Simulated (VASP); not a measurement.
Br, 4 atoms in the cell. Symmetry: Cmce, No. 64, orthorhombic system. The conventional cell has a = 6.726 Å, b = 4.645 Å, c = 8.702 Å, α = 90.00°, β = 90.00°, γ = 90.00°. Br (site symmetry m) is surrounded by 1 Br at 2.29 Å. 

```yaml
Program: VASP 6.6.1
Task: relaxation of cell and atoms
Functional: PBE
Potentials_or_basis: VASP PAW PBE potentials, release 64 (Br)
Cutoff: 600 eV
k_mesh: 8 × 8 × 4
Occupations: gaussian, width 0.03 eV
Spin: no spin polarisation
Further_INCAR_settings: ALGO = Normal; EDIFF = 1e-06; IBRION = 2; EDIFFG = -0.01; NSW = 90; ISIF = 3
```

Potentials or basis: VASP PAW PBE potentials, release 64 (Br).

Launch:

```bash
$ cat potpaw_PBE.64/Br/POTCAR > POTCAR
$ mpirun -np 1 vasp_std > vasp.out
```

Hardware: 1 thread of Intel(R) Xeon(R) Platinum 8488C (Sapphire Rapids), with other jobs on the host.

Estimate the wall time of this run.

Wall time 14 min on 1 thread of Intel(R) Xeon(R) Platinum 8488C (Sapphire Rapids), with other jobs on the host, peak memory 0.39 GiB. Counts: scf iterations 110, k points 63, ion steps 13.
